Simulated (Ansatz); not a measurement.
## How far is PAW off for TaS2?

```
Ta S
1.0
     3.35000    0.00000    0.00000
    -1.67500    2.90119    0.00000
     0.00000    0.00000    5.68420
Ta S
1 2
Direct
  0.00000 0.00000 0.00000
  0.33333 0.66667 0.25000
  0.66667 0.33333 0.75000
```

Atom numbers follow the list: Ta1, S2, S3.

The cell comes from COD entry 1537360, which wasn't checked; take it as a given geometry. It differs from other determinations. The listed cell was then made from it by scaling, straining or moving an atom.

Spin polarisation is left out, and whether a magnetic state lies lower isn't shown here.

No spin–orbit coupling, which matters for the heavy atoms here.

Levels of theory: DFT, LDA, PAW with Ansatz's default frozen-core files, scalar-relativistic (Ansatz 0.2.0); DFT, LDA, all-electron PAW with datasets made for the crystal, scalar-relativistic (Ansatz 0.2.0); DFT, LDA, all-electron LAPW, scalar-relativistic (Ansatz 0.2.0).

For PAW: a Γ-centred 9×9×5 k mesh, Fermi–Dirac smearing of 0.03 eV, cutoff 420 eV, no spin polarisation; the PAW files were made with PBE, and the program remakes their frozen cores for this functional. The crystal-made all-electron datasets (AE datasets) take a cutoff of 420 eV at this cell. LAPW targets a basis error of 1 meV/atom. The Ansatz runs share mesh, smearing and spin set-up. Plane-wave (PAW) pressures include the program's estimate of the Pulay term.

Stress and pressure are positive in compression.

```tsv
quantity	PAW	AE datasets	LAPW
pressure (GPa)	?	6.00	6.00
stress xx (GPa)	?	3.37	3.37
stress zz (GPa)	11.35	11.26	11.26
force on S2, z (eV/Å)	?	1.496	1.496
```

Task: Give the missing entry: row "force on S2, z (eV/Å)", column "PAW".

Result: 1.508.

Task: What belongs in the row "pressure (GPa)", column "PAW"?

Result: 6.08.

Task: What belongs in the row "stress xx (GPa)", column "PAW"?

Result: 3.45.
